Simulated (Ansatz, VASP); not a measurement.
# Ti: VASP beside Ansatz

```
Ti
1.0
     4.51232    0.00000    0.00000
    -2.25616    3.90778    0.00000
     0.00000    0.00000    2.80624
Ti
3
Direct
  0.00000 0.00000 0.00000
  0.33333 0.66667 0.50000
  0.66667 0.33333 0.50000
```

Alike in both runs: task single point; functional LDA; k mesh 9 × 9 × 13; occupations fermi-dirac, width 0.1 eV; no spin polarisation.

|  | VASP | Ansatz |
| --- | --- | --- |
| version | VASP 6.6.1 | Ansatz 0.2.0 |
| potentials or method | VASP PAW LDA potentials, release 64 (Ti_sv) | plane waves (420 eV) with PAW, scalar-relativistic |
| plane-wave cutoff (eV) | 520 | 420 |
| valence electrons in the cell | 36 | 36 |

Ansatz gave:

| Item | Value |
| --- | --- |
| pressure (GPa) | -4.7 |
| largest component of the traceless stress (GPa) | 0.13 |

Question: What did VASP give for the same quantities?

Answer: Pressure (GPa): -4.7; largest component of the traceless stress (GPa): 0.12.

Ansatz warned: «pseudo_functional_mismatch».
